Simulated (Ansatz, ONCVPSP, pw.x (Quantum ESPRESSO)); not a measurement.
**pw.x on fcc Hf: one setting changed**

Potential: optimised norm-conserving Vanderbilt (ONCV), ONCVPSP 4.0.1.1 (patched build), PBE; core [Xe] 4f14, reference 5d2 6s2; waves: 6s: rc 3.20 bohr, ncon 4, nbas 7, qcut 2.4 1/bohr, 3 projectors, debl 2.4 Ha; p scattering state at 0.45 Ha: rc 3.30 bohr, ncon 5, nbas 8, qcut 2.3 1/bohr, 3 projectors, debl 3.5 Ha; 5d: rc 1.85 bohr, ncon 4, nbas 9, qcut 5.5 1/bohr, 2 projectors, debl 2.7 Ha; local part: polynomial inside 1.80 bohr (lpopt 5, dvloc0 6 Ha); core correction: none. In the p channel the program set the typed energies aside and used 0.050, 3.550, 7.050 Ha.

The reference run (k-mesh 13³, cutoffs 35/140 Ry, Fermi–Dirac 0.01 Ry, mixing_beta 0.4, conv_thr 1e-9, no spin) gives 0.09 GPa at 22.681 Å³/atom, where all-electron LAPW gives -0.23 GPa. This run, with its own iteration cap, changes tot_charge to -2, a wrong or extreme entry chosen on purpose.

```
&control
  calculation='scf', prefix='x', pseudo_dir='./', outdir='./tmp', tstress=.true., disk_io='none'
/
&system
  ibrav=0, nat=1, ntyp=1, ecutwfc=35, ecutrho=140, nbnd=9,
  occupations='smearing', smearing='fd', degauss=0.01, tot_charge=-2
/
&electrons
  conv_thr=1e-09, mixing_beta=0.4, electron_maxstep=70
/
ATOMIC_SPECIES
Hf 1.0 Hf.UPF
CELL_PARAMETERS angstrom
  0.00000000 2.24669474 2.24669474
  2.24669474 0.00000000 2.24669474
  2.24669474 2.24669474 0.00000000
ATOMIC_POSITIONS crystal
Hf 0.0000 0.0000 0.0000
K_POINTS automatic
13 13 13 0 0 0
```

```bash
pw.x < Hf.scf.in > Hf.scf.out
```

How does the run end?

It converges in 9 iterations; the free energy moves by +17.68 eV/atom and the pressure by +148.30 GPa. The cell is charged against a uniform background, so energy and pressure depend on the zero of the potential and are not those of the crystal.

```
Message from routine setup:
     using ibrav=0 with symmetry is DISCOURAGED, use correct ibrav instead
     lattice parameter (alat)  =       6.0042  a.u.
     unit-cell volume          =     153.0590 (a.u.)^3
     number of electrons       =         6.00
     number of Kohn-Sham states=            9
     kinetic-energy cutoff     =      35.0000  Ry
     charge density cutoff     =     140.0000  Ry
     scf convergence threshold =      1.0E-09
     Exchange-correlation= PBE
     number of k points=    84  Fermi-Dirac smearing, width (Ry)=  0.0100
     iteration #  1     ecut=    35.00 Ry     beta= 0.40
     total energy              =      -4.75467666 Ry
     estimated scf accuracy    <       0.01360166 Ry
     iteration #  2     ecut=    35.00 Ry     beta= 0.40
     total energy              =      -4.75387744 Ry
     estimated scf accuracy    <       0.00328016 Ry
     iteration #  3     ecut=    35.00 Ry     beta= 0.40
     total energy              =      -4.75434125 Ry
     estimated scf accuracy    <       0.00007793 Ry
     iteration #  4     ecut=    35.00 Ry     beta= 0.40
     c_bands:  1 eigenvalues not converged
     total energy              =      -4.75435777 Ry
     estimated scf accuracy    <       0.00002749 Ry
     iteration #  5     ecut=    35.00 Ry     beta= 0.40
     total energy              =      -4.75436267 Ry
     estimated scf accuracy    <       0.00000639 Ry
     iteration #  6     ecut=    35.00 Ry     beta= 0.40
     total energy              =      -4.75436334 Ry
     estimated scf accuracy    <       0.00000004 Ry
     iteration #  7     ecut=    35.00 Ry     beta= 0.40
     total energy              =      -4.75436340 Ry
     estimated scf accuracy    <       0.00000009 Ry
     iteration #  8     ecut=    35.00 Ry     beta= 0.40
     total energy              =      -4.75436340 Ry
     estimated scf accuracy    <       0.00000001 Ry
     iteration #  9     ecut=    35.00 Ry     beta= 0.40
     the Fermi energy is     9.2956 ev
!    total energy              =      -4.75436340 Ry
     estimated scf accuracy    <          2.8E-10 Ry
     smearing contrib. (-TS)   =      -0.00476063 Ry
     The total energy is F=E-TS. E is the sum of the following terms:
     one-electron contribution =       7.45213968 Ry
     hartree contribution      =       0.04312101 Ry
     xc contribution           =      -3.60566738 Ry
     ewald contribution        =      -8.63919608 Ry
     convergence has been achieved in   9 iterations
          total   stress  (Ry/bohr**3)                   (kbar)     P=     1483.86
     Message from routine punch:
     Nothing written, as per user request (disk_io='none')
```

The run took about 12 s on one core of a shared host (Neoverse-N1, 64 threads, 124 GiB, load 59).
